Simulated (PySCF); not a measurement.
Isomers of C4H10O.

All values: CAM-B3LYP/def2-SVPD (PySCF) at PBE0-D3(BJ)/def2-SVP geometries, gas phase, one conformer each. Core orbitals are frozen in the response; Δα² is half the sum of the squared differences of the principal polarisabilities.

Problem. Rank by HOMO–LUMO gap, highest first.
A. `[CH3:1][CH2:2][O:3][CH2:4][CH3:5]` with C1–C2–O3–C4 180°, C2–O3–C4–C5 180°
B. `CC(C)(C)O`
C. `[CH3:1][CH2:2][CH2:3][CH2:4][OH:5]` with C1–C2–C3–C4 180°, C2–C3–C4–O5 179°, C3–C4–O5–H 180°

Solution. C (10.62 eV), B (10.42 eV), A (10.27 eV).

Problem. Rank by vertical ionisation energy (ΔSCF), highest first.
A. `[CH3:1][CH2:2][CH2:3][CH2:4][OH:5]` with C1–C2–C3–C4 180°, C2–C3–C4–O5 179°, C3–C4–O5–H 180°
B. `[CH3:1][CH2:2][O:3][CH2:4][CH3:5]` with C1–C2–O3–C4 180°, C2–O3–C4–C5 180°
C. `[CH3:1][CH2:2][C@H:3]([CH3:4])[OH:5]` with C1–C2–C3–C4 -178°, C2–C3–O5–H -177°

Solution. A (10.54 eV), C (10.36 eV), B (9.72 eV).

Problem. Rank by dipole moment, lowest first.
A. `[CH3:1][CH:2]([CH3:3])[CH2:4][OH:5]` with C1–C2–C4–O5 60°, C2–C4–O5–H -174°
B. `[CH3:1][CH2:2][C@H:3]([CH3:4])[OH:5]` with C1–C2–C3–C4 -178°, C2–C3–O5–H -177°
C. `[CH3:1][CH2:2][CH2:3][O:4][CH3:5]` with C1–C2–C3–O4 180°, C2–C3–O4–C5 180°

Solution. C (1.13 D), A (1.46 D), B (1.61 D).

All values together:

```
     SMILES  μ (D)  HOMO (eV)  LUMO (eV)  α (Å³)  Δα (Å³)  ΔSCF removal energy (eV)
CC[C@H](C)O   1.61      -9.35       1.17    8.38     1.47                     10.36
      CCCOC   1.13      -8.88       1.42    8.50     2.28                      9.84
    CC(C)CO   1.46      -9.38       1.21    8.36     1.21                     10.49
      CCOCC   1.14      -8.82       1.45    8.55     2.14                      9.72
      CCCCO   1.59      -9.37       1.25    8.41     2.07                     10.54
  CC(C)(C)O   1.68      -9.34       1.08    8.34     0.43                     10.27
```

Conformers: `[CH3:1][CH2:2][C@H:3]([CH3:4])[OH:5]` with C1–C2–C3–C4 -178°, C2–C3–O5–H -177°; `[CH3:1][CH2:2][CH2:3][O:4][CH3:5]` with C1–C2–C3–O4 180°, C2–C3–O4–C5 180°; `[CH3:1][CH:2]([CH3:3])[CH2:4][OH:5]` with C1–C2–C4–O5 60°, C2–C4–O5–H -174°; `[CH3:1][CH2:2][O:3][CH2:4][CH3:5]` with C1–C2–O3–C4 180°, C2–O3–C4–C5 180°; `[CH3:1][CH2:2][CH2:3][CH2:4][OH:5]` with C1–C2–C3–C4 180°, C2–C3–C4–O5 179°, C3–C4–O5–H 180°.

Problem. By how much does the ΔSCF value exceed −ε(HOMO) over the species that have both?

Solution. By 0.90 to 1.17 eV, 1.02 eV on average, over 6 species.
